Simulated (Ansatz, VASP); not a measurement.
## Sn3Se: VASP beside Ansatz

```xyz
4
Lattice="0.0000 3.7331 3.7331 3.7331 0.0000 3.7331 3.7331 3.7331 0.0000" Properties=species:S:1:pos:R:3 pbc="T T T"
Sn    3.7331    3.7331    3.7331
Sn    5.5997    5.5997    5.5997
Sn    1.8666    1.8666    1.8666
Se    0.0000    0.0000    0.0000
```

The cell comes from a database or a generator and needn't be the stable form of this composition.

Alike in both runs: task single point; functional LDA; k mesh 6 × 6 × 6; occupations fermi-dirac, width 0.05 eV; no spin polarisation.

|  | VASP | Ansatz |
| --- | --- | --- |
| version | VASP 6.6.1 | Ansatz 0.2.0 |
| potentials or method | VASP PAW LDA potentials, release 64 (Sn_d, Se) | Ansatz PAW |
| plane-wave cutoff (eV) | 520 | 420 |
| valence electrons in the cell | 48 | 58 |

|  | VASP | Ansatz | Ansatz less VASP |
| --- | --- | --- | --- |
| gap on the k mesh at the Fermi level (eV) | none | none | - |
| pressure (GPa) | -4.4 | -4.5 | -0.02 |

A gap of «none» marks a metal or a gap that the smearing closes. The two sets of potentials don't hold the same shells in valence.

Caveats: the PAW data sets come from PBE, with cores solved anew for the run's functional, which leaves a small shift of forces and pressure (Ansatz).
